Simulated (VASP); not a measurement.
# VASP 6.6.1, r²SCAN single-point calculation, HfS2 (strained 1T (CdI2) bulk)

INCAR

```
LCHARG = .FALSE.
LWAVE = .FALSE.
SIGMA = 0.01
ALGO = Normal
ISIF = 2
LREAL = .FALSE.
IBRION = -1
NBANDS = 18
ENCUT = 520
PREC = Accurate
LASPH = .TRUE.
EDIFF = 1E-7
NELM = 120
NSW = 0
METAGGA = R2SCAN
ISMEAR = 0
```

KPOINTS

```
KPOINTS created by Atomic Simulation Environment
0
Gamma
12 12 4
0 0 0
```

KPOINTS_OPT

```
special points
8
Reciprocal
0.0000000000 0.0000000000 0.0000000000 1
0.5000000000 0.0000000000 0.0000000000 1
0.3333333333 0.3333333333 0.0000000000 1
0.0000000000 0.0000000000 0.5000000000 1
0.5000000000 0.0000000000 0.5000000000 1
0.3333333333 0.3333333333 0.5000000000 1
0.0000000000 0.0833333333 0.0000000000 1
0.0000000000 0.2500000000 0.2500000000 1
```

POSCAR

```
Hf S
 1.0000000000000000
     3.6302934612047704    0.0000000000000000    0.0000000000000000
    -1.8151467306023852    3.1439263605958687    0.0000000000000000
     0.0000000000000000    0.0000000000000000    5.8466105067000003
 Hf  S
   1   2
Cartesian
  0.0000000000000000  0.0000000000000000  0.0000000000000000
 -0.0000000000000001  2.0959509070639122  1.4370181998548754
  1.8151467306023845  1.0479754535319561  4.4095923068451253
```

VASP ran with the recommended PBE PAW datasets (22 valence electrons in the cell).

Command

```
mpirun -np 1 vasp_std
```

OSZICAR

```
N       E                     dE             d eps       ncg     rms          rms(c)
DAV:   1     0.453411796392E+02    0.45341E+02   -0.11206E+04  2484   0.112E+03
DAV:   2    -0.676687512951E+02   -0.11301E+03   -0.10990E+03  3302   0.239E+02
DAV:   3    -0.730213839353E+02   -0.53526E+01   -0.53322E+01  3284   0.452E+01
DAV:   4    -0.730830792556E+02   -0.61695E-01   -0.61652E-01  3444   0.571E+00
DAV:   5    -0.730842546866E+02   -0.11754E-02   -0.11753E-02  3240   0.730E-01    0.539E+01
DAV:   6    -0.665954099006E+02    0.64888E+01   -0.35103E+00  2982   0.122E+01    0.363E+01
DAV:   7    -0.667138608904E+02   -0.11845E+00   -0.19855E+00  3070   0.824E+00    0.619E+00
DAV:   8    -0.666313879420E+02    0.82473E-01   -0.43127E-01  2670   0.346E+00    0.101E+00
DAV:   9    -0.666260502131E+02    0.53377E-02   -0.41485E-02  2906   0.126E+00    0.762E-01
DAV:  10    -0.666262175400E+02   -0.16733E-03   -0.45338E-03  3102   0.363E-01    0.179E-01
DAV:  11    -0.666262424120E+02   -0.24872E-04   -0.22518E-04  3248   0.914E-02    0.732E-02
DAV:  12    -0.666262453151E+02   -0.29031E-05   -0.19185E-05  3114   0.337E-02    0.206E-02
DAV:  13    -0.666262437600E+02    0.15551E-05   -0.20446E-06  3248   0.112E-02    0.724E-03
DAV:  14    -0.666262434299E+02    0.33012E-06   -0.20766E-07  2774   0.283E-03    0.154E-03
DAV:  15    -0.666262430204E+02    0.40955E-06   -0.33102E-08  1448   0.126E-03    0.188E-03
DAV:  16    -0.666262430821E+02   -0.61697E-07   -0.83891E-09  1360   0.609E-04
   1 F= -.66626243E+02 E0= -.66626243E+02  d E =-.180691-111
       N       E                     dE             ncg
DAV:   1     0.190665528097E+04   -0.47506E+04      288
DAV:   2     0.102018287820E+04   -0.88647E+03      392
DAV:   3     0.976636666868E+03   -0.43546E+02      338
DAV:   4     0.975915683906E+03   -0.72098E+00      394
DAV:   5     0.975902907657E+03   -0.12776E-01      376
DAV:   6     0.975902555318E+03   -0.35234E-03      402
DAV:   7     0.975902544149E+03   -0.11170E-04      384
DAV:   8     0.975902543647E+03   -0.50200E-06      378
DAV:   9     0.975902543625E+03   -0.21849E-07      298
```

From OUTCAR

```
k-points           NKPTS =     69   k-points in BZ     NKDIM =     69   number of bands    NBANDS=     18

   NELECT =      22.0000    total number of electrons

   dimension x,y,z NGX =    28 NGY =   28 NGZ =   48
   dimension x,y,z NGXF=    56 NGYF=   56 NGZF=   96

  energy-cutoff  :      520.00
  volume of cell :       66.73
      direct lattice vectors                 reciprocal lattice vectors
     3.630293461  0.000000000  0.000000000     0.275459825  0.159036804  0.000000000
    -1.815146731  3.143926361  0.000000000     0.000000000  0.318073608  0.000000000
     0.000000000  0.000000000  5.846610507     0.000000000  0.000000000  0.171039271

 k-points in reciprocal lattice and weights: KPOINTS created by Atomic Simulation Env
   0.00000000  0.00000000  0.00000000       0.002
   0.08333333  0.00000000  0.00000000       0.010
   0.16666667  0.00000000  0.00000000       0.010
   0.25000000  0.00000000  0.00000000       0.010
   0.33333333 -0.00000000  0.00000000       0.010
   0.41666667  0.00000000  0.00000000       0.010
   0.50000000  0.00000000  0.00000000       0.005
   0.08333333  0.08333333  0.00000000       0.010
   ...

 E-fermi :   3.3036

 k-point     1 :       0.0000    0.0000    0.0000
  band No.  band energies     occupation
      1     -28.7874      2.00000
      2     -28.6732      2.00000
      3     -28.6732      2.00000
      4     -10.6006      2.00000
      5      -8.8009      2.00000
      6      -1.7895      2.00000
      7       0.1612      2.00000
      8       0.1612      2.00000
      9       2.9677      2.00000
     10       2.9677      2.00000
     11       3.1346      2.00000
     12       5.3850      0.00000
     13       5.3850      0.00000
     14       6.0897      0.00000
     15       8.8378      0.00000
     16       8.8378      0.00000
     17       9.4163      0.00000
     18       9.4408      0.00000

 k-point     2 :       0.0833    0.0000    0.0000
  band No.  band energies     occupation
      1     -28.7848      2.00000
      2     -28.6867      2.00000
      3     -28.6762      2.00000
      4     -10.5169      2.00000
      5      -8.8165      2.00000
      6      -1.6866      2.00000
      7       0.0680      2.00000
      8       0.2039      2.00000
      9       2.4531      2.00000
     10       2.7667      2.00000
     11       3.1462      2.00000
     12       5.4227      0.00000
     13       5.6315      0.00000
     14       6.2002      0.00000
     15       8.5457      0.00000
     16       8.8157      0.00000
     17       9.7818      0.00000
     18      10.0897      0.00000

 k-point     3 :       0.1667    0.0000    0.0000
  band No.  band energies     occupation
      1     -28.7775      2.00000
      2     -28.7231      2.00000
      3     -28.6844      2.00000
      4     -10.2806      2.00000
      5      -8.8586      2.00000
      6      -1.3941      2.00000
      7      -0.1201      2.00000
      8       0.3131      2.00000
      9       1.3951      2.00000
     10       2.3618      2.00000
     11       3.0292      2.00000
     12       5.2919      0.00000
     13       6.1458      0.00000
     14       6.5241      0.00000
     15       8.5270      0.00000
     16       8.8447      0.00000
     17      10.6095      0.00000
     18      11.1453      0.00000

 k-point     4 :       0.2500    0.0000    0.0000
  band No.  band energies     occupation
      1     -28.7746      2.00000
      2     -28.7654      2.00000
      3     -28.6955      2.00000
      4      -9.9373      2.00000
      5      -8.9126      2.00000
      6      -0.9974      2.00000
      7      -0.2593      2.00000
      8       0.3391      2.00000
      9       0.4351      2.00000
     10       1.9906      2.00000
     11       2.6191      2.00000
     12       5.0475      0.00000
     13       6.6477      0.00000
     14       6.9419      0.00000
     15       8.9636      0.00000
     16       9.0631      0.00000
     17      11.2584      0.00000
     18      11.8249      0.00000

 k-point     5 :       0.3333   -0.0000    0.0000
  band No.  band energies     occupation
      1     -28.8218      2.00000
      2     -28.7568      2.00000
      3     -28.7065      2.00000
      4      -9.5745      2.00000
      5      -8.9486      2.00000
      6      -1.0736      2.00000
      7      -0.1804      2.00000
      8      -0.0761      2.00000
      9       0.5051      2.00000
     10       1.7583      2.00000
     11       2.0038      2.00000
     12       4.8234      0.00000
     13       7.0549      0.00000
     14       7.3626      0.00000
     15       9.4361      0.00000
     16       9.4755      0.00000
     17      11.0396      0.00000
     18      11.6433      0.00000

 k-point     6 :       0.4167    0.0000    0.0000
  band No.  band energies     occupation
      1     -28.8571      2.00000
      2     -28.7495      2.00000
      3     -28.7146      2.00000
      4      -9.3327      2.00000
      5      -8.9179      2.00000
      6      -1.6368      2.00000
      7      -0.0052      2.00000
      8       0.2970      2.00000
      9       0.5092      2.00000
     10       1.3808      2.00000
     11       1.6666      2.00000
     12       4.6780      0.00000
     13       7.3680      0.00000
     14       7.5769      0.00000
     15       9.5894      0.00000
     16       9.7732      0.00000
     17      10.8896      0.00000
     18      11.3716      0.00000

 k-point     7 :       0.5000    0.0000    0.0000
  band No.  band energies     occupation
      1     -28.8699      2.00000
      2     -28.7468      2.00000
      3     -28.7176      2.00000
      4      -9.2721      2.00000
      5      -8.8693      2.00000
      6      -1.8698      2.00000
      7       0.1305      2.00000
      8       0.4998      2.00000
      9       0.5341      2.00000
     10       1.0354      2.00000
     11       1.6484      2.00000
     12       4.6284      0.00000
     13       7.4994      0.00000
     14       7.5623      0.00000
     15       9.8282      0.00000
     16       9.9058      0.00000
     17      10.3409      0.00000
     18      11.7183      0.00000

 k-point     8 :       0.0833    0.0833    0.0000
  band No.  band energies     occupation
      1     -28.7798      2.00000
      2     -28.7110      2.00000
      3     -28.6825      2.00000
      4     -10.3568      2.00000
      5      -8.8454      2.00000
      6      -1.4876      2.00000
      7      -0.0651      2.00000
      8       0.2689      2.00000
      9       1.7555      2.00000
     10       2.3865      2.00000
     11       3.0929      2.00000
     12       5.6501      0.00000
     13       5.6640      0.00000
     14       6.4922      0.00000
     15       8.5595      0.00000
     16       8.6761      0.00000
     17      10.4716      0.00000
     18      10.8604      0.00000

 k-point     9 :       0.1667    0.0833    0.0000
  band No.  band energies     occupation
      1     -28.7713      2.00000
      2     -28.7519      2.00000
      3     -28.6938      2.00000
      4     -10.0652      2.00000
      5      -8.8943      2.00000
      6      -1.1238      2.00000
      7      -0.2143      2.00000
      8       0.3142      2.00000
      9       0.8285      2.00000
     10       1.9182      2.00000
     11       2.8339      2.00000
     12       5.4303      0.00000
     13       6.1352      0.00000
     14       6.9511      0.00000
     15       8.5668      0.00000
     16       9.0004      0.00000
     17      11.4163      0.00000
     18      11.7520      0.00000

 k-point    10 :       0.2500    0.0833    0.0000
  band No.  band energies     occupation
      1     -28.7994      2.00000
      2     -28.7607      2.00000
      3     -28.7070      2.00000
      4      -9.7051      2.00000
      5      -8.9432      2.00000
      6      -0.8213      2.00000
      7      -0.2722      2.00000
      8      -0.0963      2.00000
      9       0.5111      2.00000
     10       1.5863      2.00000
     11       2.3376      2.00000
     12       5.1937      0.00000
     13       6.5949      0.00000
     14       7.3954      0.00000
     15       8.7093      0.00000
     16       9.6981      0.00000
     17      11.4264      0.00000
     18      12.0905      0.00000

 k-point    11 :       0.3333    0.0833    0.0000
  band No.  band energies     occupation
      1     -28.8395      2.00000
      2     -28.7520      2.00000
      3     -28.7185      2.00000
      4      -9.3891      2.00000
      5      -8.9529      2.00000
      6      -1.3092      2.00000
      7      -0.1677      2.00000
      8       0.1107      2.00000
      9       0.5129      2.00000
     10       1.4052      2.00000
     11       1.7385      2.00000
     12       5.0308      0.00000
     13       7.0119      0.00000
     14       7.6164      0.00000
     15       9.0347      0.00000
     16      10.0408      0.00000
     17      11.1837      0.00000
     18      11.5739      0.00000

 ...

  Total        0.0942304      0.0942304      0.2297428      0.0000000      0.0000000      0.0000000
  in kB        2.2624735      2.2624735      5.5161277      0.0000000      0.0000000      0.0000000
  external PRESSURE =       3.3470249 kB  Pullay stress =       0.0000000 kB

 POSITION                                       TOTAL-FORCE (eV/Angst)
 -----------------------------------------------------------------------------------
      0.00000      0.00000      0.00000         0.000000      0.000000      0.000000
      0.00000      2.09595      1.43702        -0.000000     -0.000000     -0.123357
      1.81515      1.04798      4.40959         0.000000      0.000000      0.123357
 -----------------------------------------------------------------------------------
    total drift:                               -0.000000      0.000000     -0.000000

  FREE ENERGIE OF THE ION-ELECTRON SYSTEM (eV)
  ---------------------------------------------------
  free  energy   TOTEN  =       -66.6262430821 eV

  energy  without entropy=      -66.6262430821  energy(sigma->0) =      -66.62624308
```

The gap between bands v and c is 1.35 eV. The least direct gap is 2.25 eV and the pressure is 0.3 GPa. The largest force is 0.12 eV/Å.

Band v is the last that the valence electrons fill when counted band by band, and c is the next.

The run took about 7.6 min on one core of a shared host (Intel Xeon Platinum 8488C) and held 0.26 GiB at most.
